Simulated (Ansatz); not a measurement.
**MnS in Ansatz: the effect of fixed moment**

Crystal: MnS.

```xyz
2
Lattice="0.0000 2.4735 2.4735 2.4735 0.0000 2.4735 2.4735 2.4735 0.0000" Properties=species:S:1:pos:R:3 pbc="T T T"
Mn    0.0000    0.0000    0.0000
S     3.7102    3.7102    3.7102
```

The cell is a database's computed one.

Alike in all runs:

```yaml
Program: Ansatz 0.2.0
Task: single point
Functional: PBEsol
Potentials_or_basis: Ansatz PAW
Cutoff: "420 eV (not typed: the program's choice for these potentials)"
k_mesh: 8 × 8 × 8
Occupations: fermi-dirac, width 0.05 eV
```

One run gave: energy over the lowest run 97.5 meV/atom; pressure 7.1 GPa. Which fixed moment did it use?
A. 3
B. 1
C. 6
D. 2
E. 4

D.

| fixed moment | spin | starting moments | energy over the lowest run (meV/atom) | pressure (GPa) |
| --- | --- | --- | --- | --- |
| 0 | collinear spin, program default start | - | 0.0 | -3.2 |
| 1 | collinear spin, ferromagnetic start | [1.0, 0.0] μB | 38.9 | -0.3 |
| 2 | collinear spin, ferromagnetic start | [2.0, 0.0] μB | 97.5 | 7.1 |
| 3 | collinear spin, ferromagnetic start | [3.0, 0.0] μB | 175.7 | 17.8 |
| 4 | collinear spin, ferromagnetic start | [4.0, 0.0] μB | 336.7 | 32.4 |
| 5 | collinear spin, ferromagnetic start | [5.0, 0.0] μB | 804.1 | 53.0 |
| 6 | collinear spin, ferromagnetic start | [6.0, 0.0] μB | 2853.4 | 69.2 |
| 8 | collinear spin, ferromagnetic start | [8.0, 0.0] μB | 7488.9 | 101.4 |

Caveats: the total moment is fixed, so each spin has its own Fermi level; the PAW data sets come from PBE, with cores solved anew for the run's functional, which leaves a small shift of forces and pressure; the thresholds are loose for stress; a cell with one magnetic atom can't hold antiferromagnetic order, which such compounds often take (some runs); a pressure of tens of GPa on the cell as given is suspect, and the run, the potentials or the cell itself is likely at fault (some runs).
